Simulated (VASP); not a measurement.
Wanted: the native input for a VASP 6.6.1 run.

```
Task                   : single point
Functional             : PBE
Dispersion             : D3(BJ)
Potentials or basis    : VASP PAW PBE potentials, release 64 (Bi_d)
Cutoff                 : 520 eV
k mesh                 : 9 × 9 × 1
Occupations            : gaussian, width 0.02 eV
Spin                   : no spin polarisation
Dipole correction      : yes
Further INCAR settings : ALGO = Normal; EDIFF = 1e-07; NBANDS = 22
```

The structure of Bi lies in POSCAR:

```
Bi
1.0
    4.2790193530      0.0000000000      0.0000000000
   -2.1395096765      3.7057394630      0.0000000000
    0.0000000000      0.0000000000     28.0000000000
Bi
2
Direct
    0.3333333333      0.6666666667      0.5311991170
    0.6666666667      0.3333333333      0.4688008830
```

The cell was built by a generator and needn't be a form met in nature.

The input as run:

INCAR

```
PREC     = Accurate       # precision mode
ENCUT    = 520            # plane-wave cutoff, eV
EDIFF    = 1E-7           # SCF threshold, eV
ISMEAR   = 0              # smearing method
SIGMA    = 0.02           # smearing width, eV
LREAL    = F              # projectors in reciprocal space
LASPH    = T              # aspherical terms in the spheres
NELM     = 80             # most SCF steps
ALGO     = Normal         # electronic algorithm
ISIF     = 2              # what is computed and relaxed
LWAVE    = F              # write WAVECAR
LCHARG   = F              # write CHGCAR
LDIPOL   = T            
IDIPOL   = 3            
DIPOL    = 0.5 0.5 0.500
GGA      = PE             # functional
IVDW     = 12             # dispersion correction
NBANDS   = 22             # bands
```

KPOINTS

```
Automatic mesh
0
Gamma
  9 9 1
```

Potentials or basis: VASP PAW PBE potentials, release 64 (Bi_d).

Command:

```bash
$ cat potpaw_PBE.64/Bi_d/POTCAR > POTCAR
$ mpirun -np 1 vasp_std > vasp.out
```

It gave:

The largest force is 0.016 eV/Å. The band gap on the k mesh is 0.57 eV, direct. The dispersion energy per atom is -0.225 eV.

Caveat: spin-orbit coupling is left out, which as a rule narrows the gap of such compounds by several tenths of an eV.

Run time: 110 s on 1 thread of Intel(R) Xeon(R) 6975P-C (Granite Rapids), on a shared host, peak memory 0.52 GiB.
